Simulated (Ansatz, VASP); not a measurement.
BeTe in VASP and in Ansatz

The input INCAR:

```
PREC = Accurate
ENCUT = 520
EDIFF = 1E-6
ISMEAR = -1
SIGMA = 0.05
LREAL = F
LASPH = T
NELM = 80
ALGO = Normal
ISIF = 2
LWAVE = F
LCHARG = T
GGA = PE
LELF = T
LVHAR = T
NBANDS = 11
```

Contents of KPOINTS:

```
Automatic mesh
0
Gamma
  8 8 8
```

File POSCAR:

```
BeTe
1.0
    0.0000000000      2.7883449055      2.7883449055
    2.7883449055      0.0000000000      2.7883449055
    2.7883449055      2.7883449055      0.0000000000
Te Be
1 1
Direct
    0.7500000000      0.7500000000      0.7500000000
    0.0000000000      0.0000000000      0.0000000000
```

The input input.yaml:

```yaml
crystal:
  lattice:
    - [0.0, 2.7883449055, 2.7883449055]
    - [2.7883449055, 0.0, 2.7883449055]
    - [2.7883449055, 2.7883449055, 0.0]
  atoms:
    - { symbol: Te, position: [0.75, 0.75, 0.75] }
    - { symbol: Be, position: [0.0, 0.0, 0.0] }
hamiltonian:
  xc: pbe
  pseudopotentials: { kind: paw }
kpoints:
  mp_grid: { grid: [8, 8, 8] }
scf:
  occupations: { method: fermi_dirac, width: 0.05 }
output:
  forces: true
  stress: true
  eigenvalues: true
```

Alike in both runs: task single point; functional PBE; k mesh 8 × 8 × 8; occupations fermi-dirac, width 0.05 eV; no spin polarisation.

|  | VASP | Ansatz |
| --- | --- | --- |
| version | VASP 6.6.1 | Ansatz 0.2.0 |
| potentials or method | VASP PAW PBE potentials, release 64 (Te, Be) | Ansatz PAW |
| plane-wave cutoff (eV) | 520 | 420 |
| valence electrons in the cell | 8 | 18 |

Ansatz gave:

| Item | Value |
| --- | --- |
| gap on the k mesh at the Fermi level (eV) | 1.91 |
| least direct gap on the mesh (eV) | 3.60 |
| pressure (GPa) | 2.9 |

What did VASP give for the same quantities?

gap on the k mesh at the Fermi level (eV): 1.90; least direct gap on the mesh (eV): 3.58; pressure (GPa): 3.0.

The two sets of potentials don't hold the same shells in valence.

Caveats: spin-orbit coupling is left out, which moves the levels of the heavy elements. A k mesh can miss the band edges. As with any semilocal functional, this PBE gap is likely too small.
